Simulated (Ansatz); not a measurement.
Starting cell, CsBr (CsCl type):

```
CsBr
1.0
    8.77795     0.00000     0.00000
    4.38897     4.38897     0.00000
    4.38897     0.00000     4.38897
Cs Br
2 2
Direct
  0.00000   0.00000   0.00000
  0.50000   0.00000   0.00000
  0.75000   0.50000   0.50000
  0.25000   0.50000   0.50000
```

The atoms are displaced by Q × the pattern below (from a DFPT mode at R = (0.5, 0.5, 0.5), largest move 1; Q in Å), at fixed cell. It is one choice among 3 degenerate patterns. (q is in reciprocal vectors of the primitive cell; the cell shown is doubled to hold the pattern.)

```tsv
atom	x	y	z
Br3	0.000	0.000	1.000
Br4	0.000	0.000	-1.000
```

Atoms not listed stay in place.

The numbers are results of PBE (plane waves to 420 eV, PAW, scalar-relativistic; Ansatz, a quantum-chemistry and plane-wave program), not measurements. k mesh 8×8×8 (Γ-centred), Fermi-Dirac smearing 0.05 eV. E stands for the smeared free energy. Stress and pressure are positive under compression. CsBr was relaxed with its symmetry unable to fall. The zero of ΔE is the undisplaced structure.

**Question.** Estimate the ΔE (meV/cell) and P (GPa) for Q (Å) = -0.180, -0.120, -0.030, 0.090, 0.120, 0.150.

**Answer.** 
| Q (Å) | ΔE (meV/cell) | P (GPa) |
|---|---|---|
| -0.180 | 45.2 | 0.15 |
| -0.120 | 19.8 | 0.07 |
| -0.030 | 1.2 | 0.01 |
| 0.090 | 11.1 | 0.04 |
| 0.120 | 19.8 | 0.07 |
| 0.150 | 31.1 | 0.11 |

(For displaced atoms, the force is minus the slope of the energy, and its curvature is a force constant, which sets phonon frequencies.)
